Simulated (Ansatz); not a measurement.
The system is CO2.

```
CELL_PARAMETERS angstrom
-1.97473 1.97473 3.01406
1.97473 -1.97473 3.01406
1.97473 1.97473 -3.01406
ATOMIC_POSITIONS crystal
O 0.87500 0.95980 0.58480
O 0.37500 0.29020 0.41520
O 0.04020 0.62500 0.91520
O 0.70980 0.12500 0.08480
C 0.00000 0.00000 0.00000
C 0.75000 0.25000 0.50000
```

The cell comes from a database or a generator and needn't be the stable form of this composition.

Base run:

- Program: Ansatz 0.2.0
- Functional: PBEsol
- Potentials or basis: all-electron LAPW, scalar-relativistic
- Cutoff: 556 eV
- Density cutoff: 2226 eV
- Basis error allowed: 0.002 eV/atom
- k mesh: 9 × 9 × 9
- Occupations: fermi-dirac, width 0.05 eV
- Spin: no spin polarisation

Its results: band gap on the k mesh 7.58 eV, indirect (least direct gap 8.04 eV); pressure -6.3 GPa; largest force 0.192 eV/Å.

Q: The run is repeated on the same cell with these changes: functional from PBEsol to LDA. What comes out?

A: Band gap on the k mesh 7.45 eV, indirect (least direct gap 7.93 eV); pressure -13.4 GPa; largest force 0.502 eV/Å.

LDA binds more tightly than PBEsol, so the same cell stands under less pressure.

Not every run made on this cell is shown here.
